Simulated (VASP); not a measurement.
Method: r2SCAN meta-GGA, VASP's PBE PAW potentials (set 64) (plane waves; VASP).

VASP ran on this input.

File KPOINTS:
```
Automatic
0
gamma
 6 6 9
0 0 0
```

### POSCAR
```
GeO2
1
    4.4154776802    -0.0000000000     0.0000000000
   -0.0000000000     4.4154776802     0.0000000000
    0.0000000000     0.0000000000     2.8773553274
Ge O
2 4
Direct
  0.0000000000   0.0000000000   0.0000000000
  0.5000000000   0.5000000000   0.5000000000
  0.3057857422   0.3057857422   1.0000000000
  0.8057857422   0.1942142578   0.5000000000
  0.1942142578   0.8057857422   0.5000000000
  0.6942142578   0.6942142578   0.0000000000
```

### KPOINTS_OPT
```
k-points along high-symmetry lines
6
Line-mode
Reciprocal
  0.000000   0.000000   0.000000 ! GAMMA
  0.000000   0.500000   0.000000 ! X

  0.000000   0.500000   0.000000 ! X
  0.500000   0.500000   0.000000 ! M

  0.500000   0.500000   0.000000 ! M
  0.000000   0.000000   0.000000 ! GAMMA

  0.000000   0.000000   0.000000 ! GAMMA
  0.000000   0.000000   0.500000 ! Z

  0.000000   0.000000   0.500000 ! Z
  0.000000   0.500000   0.500000 ! R

  0.000000   0.500000   0.500000 ! R
  0.500000   0.500000   0.500000 ! A

  0.500000   0.500000   0.500000 ! A
  0.000000   0.000000   0.500000 ! Z

  0.000000   0.500000   0.000000 ! X
  0.000000   0.500000   0.500000 ! R

  0.500000   0.500000   0.000000 ! M
  0.500000   0.500000   0.500000 ! A
```

### INCAR
```
SYSTEM = GeO2
PREC = Accurate; ENCUT = 520; LREAL = .FALSE.
LASPH = .TRUE.
EDIFF = 1E-7; NELM = 100; ALGO = Normal
LMAXMIX = 4; LMIXTAU = .TRUE.
ISMEAR = -5
METAGGA = R2SCAN
ISIF = 2
LWAVE = .FALSE.; LCHARG = .FALSE.; LORBIT = 11
NEDOS = 601
LEFG = .TRUE.
```

POTCAR, in this order: Ge_d O (PBE.64 set). Program: vasp_std.

What VASP printed:

OSZICAR:
```
       N       E                     dE             d eps       ncg     rms          rms(c)
DAV:   1     0.573012730362E+03    0.57301E+03   -0.27203E+04  4103   0.458E+03
DAV:   2     0.180454689468E+02   -0.55497E+03   -0.53528E+03  3395   0.983E+02
DAV:   3    -0.741229239472E+02   -0.92168E+02   -0.91395E+02  3534   0.236E+02
DAV:   4    -0.791449677486E+02   -0.50220E+01   -0.49976E+01  3662   0.640E+01
DAV:   5    -0.792704428793E+02   -0.12548E+00   -0.12542E+00  3623   0.101E+01    0.136E+01
DAV:   6    -0.649167039658E+02    0.14354E+02   -0.10856E+01  4788   0.904E+01    0.484E+00
DAV:   7    -0.619506570838E+02    0.29660E+01   -0.28340E+00  4601   0.159E+01    0.277E+00
DAV:   8    -0.681291465435E+02   -0.61785E+01   -0.14333E+00  3923   0.165E+01    0.104E+00
DAV:   9    -0.623085333192E+02    0.58206E+01   -0.72401E-01  3386   0.808E+00    0.276E-01
DAV:  10    -0.626329069668E+02   -0.32437E+00   -0.18129E-01  4343   0.395E+00    0.146E-01
DAV:  11    -0.626387819375E+02   -0.58750E-02   -0.44331E-03  3618   0.603E-01    0.113E-01
DAV:  12    -0.626481898788E+02   -0.94079E-02   -0.39046E-03  3373   0.576E-01    0.358E-02
DAV:  13    -0.626553154443E+02   -0.71256E-02   -0.26916E-03  3612   0.476E-01    0.328E-02
DAV:  14    -0.626552536111E+02    0.61833E-04   -0.26185E-04  4538   0.162E-01    0.254E-02
DAV:  15    -0.626550987955E+02    0.15482E-03   -0.15815E-04  4064   0.130E-01    0.158E-02
DAV:  16    -0.626554735928E+02   -0.37480E-03   -0.14744E-04  3352   0.113E-01    0.534E-03
DAV:  17    -0.626554902713E+02   -0.16678E-04   -0.15105E-05  3830   0.411E-02    0.496E-03
DAV:  18    -0.626554911580E+02   -0.88665E-06   -0.44267E-07  3365   0.680E-03    0.460E-03
DAV:  19    -0.626554913774E+02   -0.21938E-06   -0.25701E-07  2665   0.158E-02    0.215E-03
DAV:  20    -0.626554914092E+02   -0.31790E-07   -0.19625E-07  2556   0.572E-03
   1 F= -.62655491E+02 E0= -.62655491E+02  d E =0.000000E+00
       N       E                     dE             ncg
       N       E                     dE             ncg
```

File OUTCAR:
```
------------------------ aborting loop because EDIFF is reached ----------------------------------------
  FORCE on cell =-STRESS in cart. coord.  units (eV):
  Direction    XX          YY          ZZ          XY          YZ          ZX
  --------------------------------------------------------------------------------------
  Total       -0.0501475     -0.0501475      0.0019252     -0.0000000      0.0000000      0.0000000
  in kB       -1.4322240     -1.4322240      0.0549848     -0.0000000      0.0000000      0.0000000
  external PRESSURE =      -0.9364877 kB  Pullay stress =       0.0000000 kB
  volume of cell :       56.10
      direct lattice vectors                 reciprocal lattice vectors
     4.415477680  0.000000000  0.000000000     0.226476063  0.000000000  0.000000000
     0.000000000  4.415477680  0.000000000     0.000000000  0.226476063  0.000000000
     0.000000000  0.000000000  2.877355327     0.000000000  0.000000000  0.347541366
 POSITION                                       TOTAL-FORCE (eV/Angst)
 -----------------------------------------------------------------------------------
      0.00000      0.00000      0.00000         0.000000      0.000000      0.000000
      2.20774      2.20774      1.43868         0.000000      0.000000      0.000000
      1.35019      1.35019      0.00000         0.008582      0.008582      0.000000
      3.55793      0.85755      1.43868         0.008582     -0.008582     -0.000000
      0.85755      3.55793      1.43868        -0.008582      0.008582      0.000000
      3.06529      3.06529      0.00000        -0.008582     -0.008582     -0.000000
 -----------------------------------------------------------------------------------
    total drift:                                0.000000      0.000000      0.000000
  FREE ENERGIE OF THE ION-ELECTRON SYSTEM (eV)
  ---------------------------------------------------
  free  energy   TOTEN  =       -62.6554914092 eV

  energy  without entropy=      -62.6554914092  energy(sigma->0) =      -62.65549141

 total charge

# of ion       s       p       d       tot
------------------------------------------
    1        0.861   1.133  10.463  12.457
    2        0.861   1.133  10.463  12.457
    3        1.563   3.589   0.000   5.152
    4        1.563   3.589   0.000   5.152
    5        1.563   3.589   0.000   5.152
    6        1.563   3.589   0.000   5.152
--------------------------------------------------
tot          7.971  16.625  20.926  45.522

 Electric field gradients after diagonalization (V/A^2)
 (convention: |V_zz| > |V_xx| > |V_yy|)
----------------------------------------------------------------------
 ion       V_xx      V_yy      V_zz     asymmetry (V_yy - V_xx)/ V_zz
----------------------------------------------------------------------
   1      27.123     8.248   -35.372       0.534
   2      27.123     8.248   -35.372       0.534
   3      70.914    59.526  -130.439       0.087
   4      70.914    59.526  -130.439       0.087
   5      70.914    59.526  -130.439       0.087
   6      70.914    59.526  -130.439       0.087
```
(Selected blocks of OUTCAR.)

**OUTCAR**
```
 val. band max:        5.3155173847   @ k =   0.0000   0.0000   0.0000

 cond. band min:       7.7119413359   @ k =   0.0000   0.0000   0.0000


 Fermi energy:         5.3277568474

 k-point     1 :       0.0000    0.0000    0.0000
  band No.  band energies     occupation
      1     -19.8378      2.00000
      2     -19.5261      2.00000
      3     -19.3954      2.00000
      4     -19.3954      2.00000
      5     -19.3471      2.00000
      6     -19.2914      2.00000
      7     -19.2781      2.00000
      8     -19.2379      2.00000
      9     -19.2310      2.00000
     10     -19.2310      2.00000
     11     -16.6473      2.00000
     12     -13.7502      2.00000
     13     -13.7502      2.00000
     14     -12.7704      2.00000
     15      -5.0272      2.00000
     16      -0.1792      2.00000
     17      -0.1792      2.00000
     18       0.3890      2.00000
     19       0.6808      2.00000
     20       1.9897      2.00000
     21       2.9153      2.00000
     22       3.3146      2.00000
     23       3.3146      2.00000
     24       4.4852      2.00000
     25       4.4852      2.00000
     26       5.3155      2.00000
     27       7.7119      0.00000
     28      11.9098      0.00000
     29      13.1132      0.00000
     30      13.1132      0.00000
     31      16.4865      0.00000

 k-point     2 :       0.1667    0.0000    0.0000
  band No.  band energies     occupation
      1     -19.8186      2.00000
      2     -19.5466      2.00000
      3     -19.3948      2.00000
      4     -19.3948      2.00000
      5     -19.3455      2.00000
      6     -19.3001      2.00000
      7     -19.2751      2.00000
      8     -19.2402      2.00000
      9     -19.2316      2.00000
     10     -19.2316      2.00000
     11     -16.5208      2.00000
     12     -14.1302      2.00000
     13     -13.6434      2.00000
     14     -12.6782      2.00000
     15      -4.8001      2.00000
     16      -0.8085      2.00000
     17      -0.0081      2.00000
...
```

The compound is GeO2 in the rutile structure. It was relaxed first.
